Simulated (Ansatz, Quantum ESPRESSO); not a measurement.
# Complex bands of CaS, rock salt type, lattice constant set to 5.653 Å, part 2 of 4

Wanted: the complex band structure of CaS, rock salt type, lattice constant set to 5.653 Å, as for a tunnel barrier.

Quantum ESPRESSO 7.5; plane-wave DFT, PBEsol, GBRV ultrasoft pseudopotentials; cross-check by Ansatz 0.2.0 with PAW datasets.

So far. Step 2 (SCF with pw.x): The run needed 9 iterations to bring the estimated error under 1e-09 Ry.

## Step 3: Complex bands with pwcond.x

Level of this step: complex band structure by pwcond; plane-wave DFT, PBEsol, GBRV ultrasoft pseudopotentials (Quantum ESPRESSO).

ikind = 0 solves one period of the crystal for all kz, real and complex, at each energy and k across. ewind and epsproj trim the two-dimensional plane-wave basis; nz1 sets the subslabs.

File cbs.in:

```
&inputcond
  outdir = './out'
  prefixl = 'scf'
  band_file = 'cbs'
  ikind = 0
  ewind = 4.0
  epsproj = 1e-05
  nz1 = 7
  energy0 = 6.9
  denergy = -0.23
/
4
  0.00000000 0.00000000 1.00000000
  0.50000000 0.00000000 1.00000000
  0.50000000 0.50000000 1.00000000
  0.25000000 0.00000000 1.00000000
40
```

Run with:

```sh
$ OMP_NUM_THREADS=1 mpirun -n 2 pwcond.x -in cbs.in > cbs.out
```

The log of the run:

```text
[banner, memory and clock lines left out]
Program PWCOND v.7.5 starts

          URL

     ./out/scf.save/

     IMPORTANT: XC functional enforced from input :
     Exchange-correlation= PBESOL
                           (   1   4  10   8   0   0   0)
     Any further DFT definition will be discarded
     Please, verify this is what you really want

     Check: negative core charge=   -0.000001
     Reading collected, re-writing distributed wavefunctions

===== INPUT FILE containing the left lead =====

     GEOMETRY:

     lattice parameter (alat)  =       7.5538  a.u.
     the volume                =     609.5419 (a.u.)^3
     the cross section         =      57.0592 (a.u.)^2
     l of the unit cell        =       1.4142 (alat)
     number of atoms/cell      =            4
     number of atomic types    =            2

     crystal axes: (cart. coord. in units of alat)
               a(1) = (  1.0000  0.0000  0.0000 )
               a(2) = (  0.0000  1.0000  0.0000 )
               a(3) = (  0.0000  0.0000  1.4142 )

   Cartesian axes

     site n.     atom                  positions (alat units)
          1        Ca     tau(  1)=(  0.0000  0.0000  1.4142  )
          2        S      tau(  2)=(  0.5000  0.5000  1.4142  )
          3        Ca     tau(  3)=(  0.5000  0.5000  0.7071  )
          4        S      tau(  4)=(  0.0000  0.0000  0.7071  )

     nr1s                      =           32
     nr2s                      =           32
     nr3s                      =           45
     nr1sx                     =           32
     nr2sx                     =           32
     nr3sx                     =           45
     nr1                       =           36
     nr2                       =           36
     nr3                       =           50
     nr1x                      =           36
     nr2x                      =           36
     nr3x                      =           50

 _______________________________
  Radii of nonlocal spheres:

     type       ibeta     ang. mom.          radius (alat units)
       Ca         1         0                    0.2664
       Ca         2         0                    0.2664
       Ca         3         1                    0.2664
       Ca         4         1                    0.2664
       Ca         5         2                    0.2664
       Ca         6         2                    0.2664
       S          1         0                    0.1996
       S          2         0                    0.1996
       S          3         1                    0.1996
       S          4         1                    0.1996
       S          5         2                    0.1996
       S          6         2                    0.1996
----- General information -----

----- Complex band structure calculation -----

     nrx                       =           32
     nry                       =           32
     nz1                       =            7

     energy0               =         6.9E+00
     denergy               =        -2.3E-01
     nenergy               =         40
     ecut2d                =         4.0E+01
     ewind                 =         4.0E+00
     epsproj               =         1.0E-05

     number of k_|| points=    4
                       cryst. coord.
        k(    1) = (   0.0000000   0.0000000), wk =   0.2500000
        k(    2) = (   0.5000000   0.0000000), wk =   0.2500000
        k(    3) = (   0.5000000   0.5000000), wk =   0.2500000
        k(    4) = (   0.2500000   0.0000000), wk =   0.2500000
----- Information about left lead -----

     nocros                   =           36
     noins                    =           36
     norb                     =          108
     norbf                    =          108
     nrz                      =           45

      iorb      type   ibeta   ang. mom.   m       position (alat)
        1        1       1        0        1   taunew(   1)=(  0.0000  0.0000  0.0000)
        2        1       2        0        1   taunew(   2)=(  0.0000  0.0000  0.0000)
        3        1       3        1        1   taunew(   3)=(  0.0000  0.0000  0.0000)
        4        1       3        1        2   taunew(   4)=(  0.0000  0.0000  0.0000)
        5        1       3        1        3   taunew(   5)=(  0.0000  0.0000  0.0000)
        6        1       4        1        1   taunew(   6)=(  0.0000  0.0000  0.0000)
        7        1       4        1        2   taunew(   7)=(  0.0000  0.0000  0.0000)
        8        1       4        1        3   taunew(   8)=(  0.0000  0.0000  0.0000)
        9        1       5        2        1   taunew(   9)=(  0.0000  0.0000  0.0000)
       10        1       5        2        2   taunew(  10)=(  0.0000  0.0000  0.0000)
       11        1       5        2        3   taunew(  11)=(  0.0000  0.0000  0.0000)
       12        1       5        2        4   taunew(  12)=(  0.0000  0.0000  0.0000)
       13        1       5        2        5   taunew(  13)=(  0.0000  0.0000  0.0000)
       14        1       6        2        1   taunew(  14)=(  0.0000  0.0000  0.0000)
       15        1       6        2        2   taunew(  15)=(  0.0000  0.0000  0.0000)
       16        1       6        2        3   taunew(  16)=(  0.0000  0.0000  0.0000)
       17        1       6        2        4   taunew(  17)=(  0.0000  0.0000  0.0000)
       18        1       6        2        5   taunew(  18)=(  0.0000  0.0000  0.0000)
       19        2       1        0        1   taunew(  19)=(  0.5000  0.5000  0.0000)
       20        2       2        0        1   taunew(  20)=(  0.5000  0.5000  0.0000)
       21        2       3        1        1   taunew(  21)=(  0.5000  0.5000  0.0000)
       22        2       3        1        2   taunew(  22)=(  0.5000  0.5000  0.0000)
       23        2       3        1        3   taunew(  23)=(  0.5000  0.5000  0.0000)
       24        2       4        1        1   taunew(  24)=(  0.5000  0.5000  0.0000)
       25        2       4        1        2   taunew(  25)=(  0.5000  0.5000  0.0000)
       26        2       4        1        3   taunew(  26)=(  0.5000  0.5000  0.0000)
       27        2       5        2        1   taunew(  27)=(  0.5000  0.5000  0.0000)
       28        2       5        2        2   taunew(  28)=(  0.5000  0.5000  0.0000)
       29        2       5        2        3   taunew(  29)=(  0.5000  0.5000  0.0000)
       30        2       5        2        4   taunew(  30)=(  0.5000  0.5000  0.0000)
       31        2       5        2        5   taunew(  31)=(  0.5000  0.5000  0.0000)
       32        2       6        2        1   taunew(  32)=(  0.5000  0.5000  0.0000)
       33        2       6        2        2   taunew(  33)=(  0.5000  0.5000  0.0000)
[...]
37        1       1        0        1   taunew(  37)=(  0.5000  0.5000  0.7071)
       38        1       2        0        1   taunew(  38)=(  0.5000  0.5000  0.7071)
       39        1       3        1        1   taunew(  39)=(  0.5000  0.5000  0.7071)
       40        1       3        1        2   taunew(  40)=(  0.5000  0.5000  0.7071)
       41        1       3        1        3   taunew(  41)=(  0.5000  0.5000  0.7071)
       42        1       4        1        1   taunew(  42)=(  0.5000  0.5000  0.7071)
       43        1       4        1        2   taunew(  43)=(  0.5000  0.5000  0.7071)
       44        1       4        1        3   taunew(  44)=(  0.5000  0.5000  0.7071)
       45        1       5        2        1   taunew(  45)=(  0.5000  0.5000  0.7071)
       46        1       5        2        2   taunew(  46)=(  0.5000  0.5000  0.7071)
       47        1       5        2        3   taunew(  47)=(  0.5000  0.5000  0.7071)
       48        1       5        2        4   taunew(  48)=(  0.5000  0.5000  0.7071)
       49        1       5        2        5   taunew(  49)=(  0.5000  0.5000  0.7071)
       50        1       6        2        1   taunew(  50)=(  0.5000  0.5000  0.7071)
       51        1       6        2        2   taunew(  51)=(  0.5000  0.5000  0.7071)
       52        1       6        2        3   taunew(  52)=(  0.5000  0.5000  0.7071)
       53        1       6        2        4   taunew(  53)=(  0.5000  0.5000  0.7071)
       54        1       6        2        5   taunew(  54)=(  0.5000  0.5000  0.7071)
       55        2       1        0        1   taunew(  55)=(  0.0000  0.0000  0.7071)
       56        2       2        0        1   taunew(  56)=(  0.0000  0.0000  0.7071)
       57        2       3        1        1   taunew(  57)=(  0.0000  0.0000  0.7071)
       58        2       3        1        2   taunew(  58)=(  0.0000  0.0000  0.7071)
       59        2       3        1        3   taunew(  59)=(  0.0000  0.0000  0.7071)
       60        2       4        1        1   taunew(  60)=(  0.0000  0.0000  0.7071)
       61        2       4        1        2   taunew(  61)=(  0.0000  0.0000  0.7071)
       62        2       4        1        3   taunew(  62)=(  0.0000  0.0000  0.7071)
       63        2       5        2        1   taunew(  63)=(  0.0000  0.0000  0.7071)
       64        2       5        2        2   taunew(  64)=(  0.0000  0.0000  0.7071)
       65        2       5        2        3   taunew(  65)=(  0.0000  0.0000  0.7071)
       66        2       5        2        4   taunew(  66)=(  0.0000  0.0000  0.7071)
       67        2       5        2        5   taunew(  67)=(  0.0000  0.0000  0.7071)
       68        2       6        2        1   taunew(  68)=(  0.0000  0.0000  0.7071)
       69        2       6        2        2   taunew(  69)=(  0.0000  0.0000  0.7071)
       70        2       6        2        3   taunew(  70)=(  0.0000  0.0000  0.7071)
       71        2       6        2        4   taunew(  71)=(  0.0000  0.0000  0.7071)
       72        2       6        2        5   taunew(  72)=(  0.0000  0.0000  0.7071)
       73        1       1        0        1   taunew(  73)=(  0.0000  0.0000  1.4142)
       74        1       2        0        1   taunew(  74)=(  0.0000  0.0000  1.4142)
       75        1       3        1        1   taunew(  75)=(  0.0000  0.0000  1.4142)
       76        1       3        1        2   taunew(  76)=(  0.0000  0.0000  1.4142)
       77        1       3        1        3   taunew(  77)=(  0.0000  0.0000  1.4142)
       78        1       4        1        1   taunew(  78)=(  0.0000  0.0000  1.4142)
       79        1       4        1        2   taunew(  79)=(  0.0000  0.0000  1.4142)
       80        1       4        1        3   taunew(  80)=(  0.0000  0.0000  1.4142)
       81        1       5        2        1   taunew(  81)=(  0.0000  0.0000  1.4142)
       82        1       5        2        2   taunew(  82)=(  0.0000  0.0000  1.4142)
       83        1       5        2        3   taunew(  83)=(  0.0000  0.0000  1.4142)
       84        1       5        2        4   taunew(  84)=(  0.0000  0.0000  1.4142)
       85        1       5        2        5   taunew(  85)=(  0.0000  0.0000  1.4142)
       86        1       6        2        1   taunew(  86)=(  0.0000  0.0000  1.4142)
       87        1       6        2        2   taunew(  87)=(  0.0000  0.0000  1.4142)
       88        1       6        2        3   taunew(  88)=(  0.0000  0.0000  1.4142)
       89        1       6        2        4   taunew(  89)=(  0.0000  0.0000  1.4142)
       90        1       6        2        5   taunew(  90)=(  0.0000  0.0000  1.4142)
       91        2       1        0        1   taunew(  91)=(  0.5000  0.5000  1.4142)
       92        2       2        0        1   taunew(  92)=(  0.5000  0.5000  1.4142)
       93        2       3        1        1   taunew(  93)=(  0.5000  0.5000  1.4142)
       94        2       3        1        2   taunew(  94)=(  0.5000  0.5000  1.4142)
       95        2       3        1        3   taunew(  95)=(  0.5000  0.5000  1.4142)
       96        2       4        1        1   taunew(  96)=(  0.5000  0.5000  1.4142)
       97        2       4        1        2   taunew(  97)=(  0.5000  0.5000  1.4142)
       98        2       4        1        3   taunew(  98)=(  0.5000  0.5000  1.4142)
       99        2       5        2        1   taunew(  99)=(  0.5000  0.5000  1.4142)
      100        2       5        2        2   taunew( 100)=(  0.5000  0.5000  1.4142)
      101        2       5        2        3   taunew( 101)=(  0.5000  0.5000  1.4142)
      102        2       5        2        4   taunew( 102)=(  0.5000  0.5000  1.4142)
      103        2       5        2        5   taunew( 103)=(  0.5000  0.5000  1.4142)
      104        2       6        2        1   taunew( 104)=(  0.5000  0.5000  1.4142)
      105        2       6        2        2   taunew( 105)=(  0.5000  0.5000  1.4142)
      106        2       6        2        3   taunew( 106)=(  0.5000  0.5000  1.4142)
      107        2       6        2        4   taunew( 107)=(  0.5000  0.5000  1.4142)
      108        2       6        2        5   taunew( 108)=(  0.5000  0.5000  1.4142)
 ngper, shell number =          177          27
 ngper, n2d =          177          84
---  E-Ef =    6.9000000  k =    0.0000000   0.0000000
---  ie =          1  ik =          1
 Nchannels of the left tip =            2
 Right moving states:
   k1(2pi/a)   k2(2pi/a)   E-Ef (eV)
   0.0767592  -0.0000000   6.9000000
   0.3415750   0.0000000   6.9000000
 Left moving states:
   k1(2pi/a)   k2(2pi/a)   E-Ef (eV)
  -0.0767592  -0.0000000   6.9000000
  -0.3415750  -0.0000000   6.9000000

---  E-Ef =    6.6700000  k =    0.0000000   0.0000000
---  ie =          2  ik =          1
 Nchannels of the left tip =            3
 Right moving states:
   k1(2pi/a)   k2(2pi/a)   E-Ef (eV)
  -0.2868189   0.0000000   6.6700000
  -0.2868189   0.0000000   6.6700000
   0.3191554   0.0000000   6.6700000
 Left moving states:
   k1(2pi/a)   k2(2pi/a)   E-Ef (eV)
   0.2868189   0.0000000   6.6700000
   0.2868189   0.0000000   6.6700000
  -0.3191554  -0.0000000   6.6700000
[... further energies and points left out ...]
---  E-Ef =   -1.8400000  k =    0.2500000   0.0000000
---  ie =         39  ik =          4
 Nchannels of the left tip =            2
 Right moving states:
   k1(2pi/a)   k2(2pi/a)   E-Ef (eV)
   0.0844788   0.0000000  -1.8400000
  -0.2276213  -0.0000000  -1.8400000
 Left moving states:
   k1(2pi/a)   k2(2pi/a)   E-Ef (eV)
  -0.0844788   0.0000000  -1.8400000
   0.2276213  -0.0000000  -1.8400000

---  E-Ef =   -2.0700000  k =    0.2500000   0.0000000
---  ie =         40  ik =          4
 Nchannels of the left tip =            1
 Right moving states:
   k1(2pi/a)   k2(2pi/a)   E-Ef (eV)
  -0.3018606  -0.0000000  -2.0700000
 Left moving states:
   k1(2pi/a)   k2(2pi/a)   E-Ef (eV)
   0.3018606  -0.0000000  -2.0700000

Note: The following floating-point exceptions are signalling: IEEE_UNDERFLOW_FLAG
Note: The following floating-point exceptions are signalling: IEEE_UNDERFLOW_FLAG
```

Run time: 2.1 min. Hardware: 2 MPI ranks of Arm Neoverse V1, shared host; peak memory 0.12 GiB; 4.1 min of CPU time.

Read from the output:

```
peak of the smallest κ at the zone centre : 0.222 Å⁻¹
energy of the peak at the zone centre     : 1.84 eV
peak of the smallest κ at (1/2, 0)        : 0.556 Å⁻¹
peak of the smallest κ at (1/2, 1/2)      : 0.273 Å⁻¹
peak of the smallest κ at (1/4, 0)        : 0.389 Å⁻¹
```

K across = (0, 0) in the cell's reciprocal vectors; values within 0.0025 1/Å of each other count once, columns are sorted by size at each energy, a dash where no further value was kept. Im kz of the slowest decaying states against energy, zero at the highest filled level of the SCF mesh:

| energy (eV) | decay 1 (Å⁻¹) | decay 2 (Å⁻¹) | decay 3 (Å⁻¹) |
| --- | --- | --- | --- |
| -2.07 | 0.322 | 0.901 | 1.16 |
| -1.84 | 0.376 | 0.857 | 1.13 |
| -1.61 | 0.41 | 0.806 | 1.10 |
| -1.38 | 0.434 | 0.746 | 1.06 |
| -1.15 | 0.452 | 0.669 | 1.03 |
| -0.92 | 0.343 | 0.466 | 0.742 |
| -0.69 | 0.476 | 0.828 | 0.964 |
| -0.46 | 0.484 | 0.868 | 0.927 |
| -0.23 | 0.49 | 0.889 | 0.892 |
| 0.00 | 0.011 | 0.015 | 0.494 |
| 0.46 | 0.149 | 0.313 | 0.497 |
| 0.69 | 0.174 | 0.355 | 0.497 |
| 0.92 | 0.192 | 0.381 | 0.496 |
| 1.15 | 0.205 | 0.396 | 0.494 |
| 1.38 | 0.214 | 0.404 | 0.491 |
| 1.61 | 0.22 | 0.406 | 0.452 |
| 1.84 | 0.222 | 0.353 | 0.403 |
| 2.07 | 0.208 | 0.223 | 0.396 |
| 2.30 | 0.221 | 0.385 | 0.469 |
| 2.53 | 0.216 | 0.369 | 0.461 |
| 2.76 | 0.209 | 0.35 | 0.452 |
| 2.99 | 0.199 | 0.326 | 0.443 |
| 3.22 | 0.186 | 0.296 | 0.432 |
| 3.45 | 0.169 | 0.259 | 0.42 |
| 3.68 | 0.145 | 0.211 | 0.407 |
| 3.91 | 0.107 | 0.141 | 0.393 |
| 4.14 | 0.098 | 0.325 | 0.377 |
| 4.37 | 0.209 | 0.213 | 0.36 |
| 4.83 | 0.319 | 0.736 | 1.99 |
| 5.06 | 0.296 | 0.352 | 0.713 |
| 5.29 | 0.267 | 0.377 | 0.688 |
| 5.52 | 0.233 | 0.397 | 0.659 |
| 5.75 | 0.185 | 0.245 | 0.412 |
| 5.98 | 0.057 | 0.388 | 0.424 |
| 6.21 | 0.133 | 0.433 | 0.475 |
| 6.44 | 0.16 | 0.44 | 0.498 |
| 6.67 | 0.158 | 0.424 | 0.444 |
| 6.90 | 0.201 | 0.217 | 0.446 |

K across = (0, 0) in the cell's reciprocal vectors. The Re kz of states that move upwards by energy, zero at the highest filled level of the SCF mesh:

| energy (eV) | channel 1 (Å⁻¹) | channel 2 (Å⁻¹) | channel 3 (Å⁻¹) | channel 4 (Å⁻¹) | channel 5 (Å⁻¹) |
| --- | --- | --- | --- | --- | --- |
| -2.07 | 0.549 | - | - | - | - |
| -1.38 | -0.371 | - | - | - | - |
| -0.69 | -0.226 | 0.412 | 0.412 | - | - |
| -0.23 | -0.291 | -0.291 | -0.119 | - | - |
| 0.00 | - | - | - | - | - |
| 0.46 | - | - | - | - | - |
| 1.15 | - | - | - | - | - |
| 1.84 | - | - | - | - | - |
| 2.53 | 0.359 | - | - | - | - |
| 2.99 | -0.547 | - | - | - | - |
| 3.68 | -0.286 | - | - | - | - |
| 4.37 | 0.173 | 0.189 | 0.189 | - | - |
| 5.06 | 0.145 | 0.370 | 0.370 | 0.488 | 0.509 |
| 5.52 | -0.428 | -0.225 | 0.219 | 0.469 | 0.469 |
| 6.21 | -0.483 | -0.483 | 0.304 | - | - |
| 6.90 | 0.0853 | 0.380 | - | - | - |

K across = (1/2, 0) in the cell's reciprocal vectors; values within 0.0025 1/Å of each other count once, columns are sorted by size at each energy, a dash where no further value was kept. Table of Im kz of the slowest decaying states by energy, zero at the highest filled level of the SCF mesh:

| energy (eV) | decay 1 (Å⁻¹) | decay 2 (Å⁻¹) | decay 3 (Å⁻¹) |
| --- | --- | --- | --- |
| -2.07 | 0.218 | 0.764 | 0.778 |
| -1.84 | 0.226 | 0.696 | 0.729 |
| -1.38 | 0.449 | 0.591 | 1.59 |
| -1.15 | 0.018 | 0.026 | 0.365 |
| -0.92 | 0.455 | 0.469 | 1.54 |
| -0.46 | 0.519 | 0.614 | 1.50 |
| -0.23 | 0.535 | 0.645 | 1.47 |
| 0.00 | 0.545 | 0.666 | 1.45 |
| 0.46 | 0.555 | 0.686 | 1.40 |
| 0.69 | 0.556 | 0.689 | 1.38 |
| 0.92 | 0.555 | 0.69 | 1.35 |
| 1.38 | 0.547 | 0.682 | 1.30 |
| 1.61 | 0.541 | 0.675 | 1.27 |
| 1.84 | 0.533 | 0.667 | 1.24 |
| 2.30 | 0.511 | 0.643 | 1.18 |
| 2.53 | 0.497 | 0.629 | 1.15 |
| 2.99 | 0.465 | 0.594 | 1.09 |
| 3.22 | 0.445 | 0.574 | 1.05 |
| 3.45 | 0.422 | 0.551 | 1.02 |
| 3.91 | 0.365 | 0.498 | 0.943 |
| 4.14 | 0.328 | 0.466 | 0.902 |
| 4.37 | 0.282 | 0.43 | 0.859 |
| 4.83 | 0.106 | 0.338 | 0.76 |
| 5.06 | 0.274 | 0.703 | 1.45 |
| 5.29 | 0.078 | 0.149 | 0.181 |
| 5.75 | 0.17 | 0.437 | 0.44 |
| 5.98 | 0.129 | 0.201 | 0.211 |
| 6.21 | 0.073 | 0.083 | 0.212 |
| 6.67 | 0.032 | 0.188 | 0.461 |
| 6.90 | 0.213 | 0.5 | - |

K across = (1/2, 1/2) in the cell's reciprocal vectors; values within 0.0025 1/Å of each other count once, columns are sorted by size at each energy, a dash where no further value was kept. Table of Im kz of the slowest decaying states by energy, zero at the highest filled level of the SCF mesh:

| energy (eV) | decay 1 (Å⁻¹) | decay 2 (Å⁻¹) | decay 3 (Å⁻¹) |
| --- | --- | --- | --- |
| -2.07 | 0.269 | 1.16 | 1.67 |
| -1.84 | 0.193 | 1.17 | 1.65 |
| -1.38 | 1.18 | 1.61 | 1.96 |
| -1.15 | 1.18 | 1.59 | 1.94 |
| -0.92 | 1.18 | 1.57 | 1.92 |
| -0.46 | 0.202 | 0.206 | 1.17 |
| -0.23 | 0.238 | 0.249 | 1.17 |
| 0.00 | 0.259 | 0.278 | 1.17 |
| 0.46 | 0.273 | 0.317 | 1.15 |
| 0.69 | 0.27 | 0.329 | 1.15 |
| 0.92 | 0.261 | 0.339 | 1.14 |
| 1.38 | 0.226 | 0.35 | 1.12 |
| 1.61 | 0.197 | 0.353 | 1.11 |
| 1.84 | 0.158 | 0.354 | 1.1 |
| 2.30 | 0.352 | 1.08 | 1.20 |
| 2.53 | 0.348 | 1.06 | 1.17 |
| 2.99 | 0.337 | 1.03 | 1.10 |
| 3.22 | 0.33 | 1.02 | 1.06 |
| 3.45 | 0.321 | 1.00 | 1.02 |
| 3.91 | 0.298 | 0.935 | 0.97 |
| 4.14 | 0.284 | 0.886 | 0.951 |
| 4.37 | 0.268 | 0.832 | 0.931 |
| 4.83 | 0.227 | 0.704 | 0.888 |
| 5.06 | 0.199 | 0.625 | 0.864 |
| 5.29 | 0.164 | 0.527 | 0.839 |
| 5.75 | 0.204 | 0.783 | 1.17 |
| 5.98 | 0.033 | 0.752 | 1.11 |
| 6.21 | 0.179 | 0.718 | 1.04 |
| 6.67 | 0.047 | 0.636 | 0.801 |
| 6.90 | 0.079 | 0.135 | 0.375 |

K across = (1/4, 0) in the cell's reciprocal vectors; values within 0.0025 1/Å of each other count once, columns are sorted by size at each energy, a dash where no further value was kept. Table of Im kz of the slowest decaying states by energy, zero at the highest filled level of the SCF mesh:

| energy (eV) | decay 1 (Å⁻¹) | decay 2 (Å⁻¹) | decay 3 (Å⁻¹) |
| --- | --- | --- | --- |
| -2.07 | 0.039 | 0.834 | 0.85 |
| -1.61 | 0.715 | 0.777 | 1.21 |
| -1.15 | 0.179 | 0.478 | 0.741 |
| -0.69 | 0.271 | 0.669 | 0.749 |
| -0.46 | 0.057 | 0.239 | 0.298 |
| 0.00 | 0.321 | 0.427 | 0.586 |
| 0.46 | 0.367 | 0.49 | 0.567 |
| 0.92 | 0.386 | 0.514 | 0.552 |
| 1.38 | 0.389 | 0.517 | 0.536 |
| 1.84 | 0.381 | 0.505 | 0.517 |
| 2.30 | 0.362 | 0.481 | 0.492 |
| 2.53 | 0.349 | 0.464 | 0.475 |
| 2.99 | 0.313 | 0.421 | 0.628 |
| 3.45 | 0.238 | 0.26 | 0.363 |
| 3.91 | 0.169 | 0.278 | 0.515 |
| 4.37 | 0.077 | 0.12 | 0.135 |
| 4.83 | 0.125 | 0.436 | 0.614 |
| 5.29 | 0.378 | 0.417 | 0.551 |
| 5.52 | 0.34 | 0.414 | 0.512 |
| 5.98 | 0.23 | 0.288 | 0.339 |
| 6.44 | 0.024 | 0.147 | 0.442 |
| 6.90 | 0.251 | 0.272 | 0.346 |

(Part 2 of 4 ends here.)

[Logs are printed without paths, hosts, clocks, repeated set-up lines and the standing remarks that a program may print on its own settings, such as how far it seeks lower states.]

[Hosts, paths, dates, database ids (printed as entryN), source tags and the programs' standing remarks are cut or masked in the printed files.]

[Maps of the electrostatic potential energy from Ansatz leave out the sawtooth potential of an applied field or a dipole correction, so their vacuum need not be flat; planar profiles and work functions include it.]
